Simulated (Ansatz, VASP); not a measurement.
**Two plane-wave programs on Zn**

Contents of INCAR:

```
  PREC = Accurate
  ENCUT = 520
  EDIFF = 1E-6
  ISMEAR = 0
  SIGMA = 0.15
  LREAL = F
  LASPH = T
  NELM = 100
  ALGO = Normal
  ISIF = 2
  LWAVE = F
  LCHARG = F
  GGA = CA
  NBANDS = 12
```

File KPOINTS:

```
regular mesh
0
Gamma
  20 20 20
```

POSCAR

```
Zn
1.0
   -1.5056386871      1.5056386871      1.5458392400
    1.5056386871     -1.5056386871      1.5458392400
    1.5056386871      1.5056386871     -1.5458392400
Zn
1
Direct
    0.0000000000      0.0000000000      0.0000000000
```

Input for Ansatz:

```yaml
crystal:
  lattice:
    - [-1.5056386871, 1.5056386871, 1.54583924]
    - [1.5056386871, -1.5056386871, 1.54583924]
    - [1.5056386871, 1.5056386871, -1.54583924]
  atoms:
    - { symbol: Zn, position: [0.0, 0.0, 0.0] }
basis:
  ecutwfc: 520.0
kpoints:
  mp_grid: { grid: [20, 20, 20] }
hamiltonian:
  xc: lda
  pseudopotentials: { kind: paw }
scf:
  occupations: { method: gaussian, width: 0.15 }
output:
  forces: true
  stress: true
  eigenvalues: true
```

Change from the starting cell: normal strain along x +0.0000, normal strain along z +0.0267.

Alike in both runs: task single point; functional LDA; k mesh 20 × 20 × 20; occupations gaussian, width 0.15 eV; no spin polarisation.

|  | VASP | Ansatz |
| --- | --- | --- |
| version | VASP 6.6.1 | Ansatz 0.2.0 |
| potentials or method | VASP PAW LDA potentials, release 64 (Zn) | scalar-relativistic, plane waves, PAW |
| plane-wave cutoff (eV) | 520 | 520 |
| valence electrons in the cell | 12 | 12 |

|  | VASP | Ansatz | Ansatz less VASP |
| --- | --- | --- | --- |
| gap on the k mesh at the Fermi level (eV) | none | none | - |
| pressure (GPa) | -1.6 | -2.3 | -0.65 |
| largest component of the traceless stress (GPa) | 0.88 | 0.89 | +0.015 |

A gap of «none» marks a metal or a gap that the smearing closes.
